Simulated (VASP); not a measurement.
# SiO₂, self-consistent run: which settings are enough?

SiO₂, P6_422 (no. 181), 9 atoms in the cell. PBE; PAW potentials Si, O (PBE set). VASP 6.6.1.

Wanted: energy within 0.2 meV/atom; levels at the zone centre within 0.003 eV.

What the run is for: comparing ways to start; Accuracy asked: tight.

Levels at the zone centre: counted from the valence top at that point.

POSCAR:
```
SiO2
1.0
    5.0605222284      0.0000000000      0.0000000000
   -2.5302611142      4.3825408062      0.0000000000
    0.0000000000      0.0000000000      5.5413533100
Si O
3 6
Direct
    0.5000000000      0.0000000000      0.0000000000
    0.5000000000      0.5000000000      0.6666666667
    0.0000000000      0.5000000000      0.3333333333
    0.2086053700      0.7913946300      0.1666666667
    0.2086053700      0.4172107400      0.5000000000
    0.4172107400      0.2086053700      0.8333333333
    0.7913946300      0.2086053700      0.1666666667
    0.7913946300      0.5827892600      0.5000000000
    0.5827892600      0.7913946300      0.8333333333
```

## How the run starts (with a second run first, the time holds both)

| How the run starts (with a second run first, the time holds both) | Energy less reference (meV/atom) | Levels at the zone centre, largest deviation (eV) | Time (s) |
|---|---|---|---|
| from scratch: 14 SCF iterations | 0.00 | 0.0000 | 54 |
| density of a coarse mesh (ICHARG 1): 14 + 8 SCF iterations | 0.00 | 0.0000 | 54 |
| orbitals of a lower cutoff (ISTART 1): 14 + 6 SCF iterations | 0.00 | 0.0001 | 59 |
| orbitals of a loose run: 11 + 2 SCF iterations | 0.00 | 0.0001 | 34 |

## Question

For each series: keep the first row unless others stay within half of the tolerance and take at least 30 % less time, and then take the fastest.

## Answer

- How the run starts (with a second run first, the time holds both): orbitals of a loose run: 11 + 2 SCF iterations

## All choices together

| Input | Energy less reference (meV/atom) | Levels at the zone centre, largest deviation (eV) | Time (s) |
|---|---|---|---|
| chosen settings | 0.00 | 0.0001 | 34 |
| reference settings throughout | 0.00 | 0.0000 | 54 |

The tolerance is met.

Values of the reference run: Levels at the zone centre: -0.2698, 0, 5.911 eV from the valence top at Gamma.

## The input

INCAR.step1:
```
SYSTEM = SiO2
GGA      = PE             ! functional
ISMEAR   = 0              ! smearing method
SIGMA    = 0.03           ! smearing width, eV
LWAVE    = .True.         ! write WAVECAR
LCHARG   = .True.         ! write CHGCAR
ISIF     = 2              ! what is computed and relaxed
PREC     = Normal         ! precision mode
LASPH    = .True.         ! aspherical terms in the spheres
LREAL    = .False.        ! projectors in reciprocal space
ALGO     = Normal         ! electronic algorithm
EDIFF    = 0.001          ! SCF threshold, eV
NELM     = 120            ! most SCF steps
GGA_COMPAT= .False.      
ENCUT    = 520            ! plane-wave cutoff, eV
EFERMI   = MIDGAP        
```

INCAR.step2, as INCAR.step1 but for:
```
- LWAVE = .True.
- LCHARG = .True.
- PREC = Normal
- EDIFF = 0.001
+ LWAVE = .False.
+ LCHARG = .False.
+ PREC = Accurate
+ EDIFF = 1E-6
+ ISTART = 1
```

KPOINTS:
```
k-points
0
Gamma
  6 6 5
```

Commands (each step's output is kept before the next begins):
```
cat potpaw_PBE.64/Si/POTCAR potpaw_PBE.64/O/POTCAR > POTCAR
cp INCAR.step1 INCAR
mpirun -np 1 vasp_std > vasp.out
cp INCAR.step2 INCAR
mpirun -np 1 vasp_std > vasp.out
```

The chosen input took VASP 6.6.1 34 s on 1 core (Intel Xeon 6975P-C (Granite Rapids)), a shared host.

## An input that fails: restart asked without its files

VASP's message: ERROR: charge density could not be read from file CHGCAR for ICHARG>10.

Changes against the starting input:
```
- NELM = 120
+ NELM = 60
+ ICHARG = 11
```
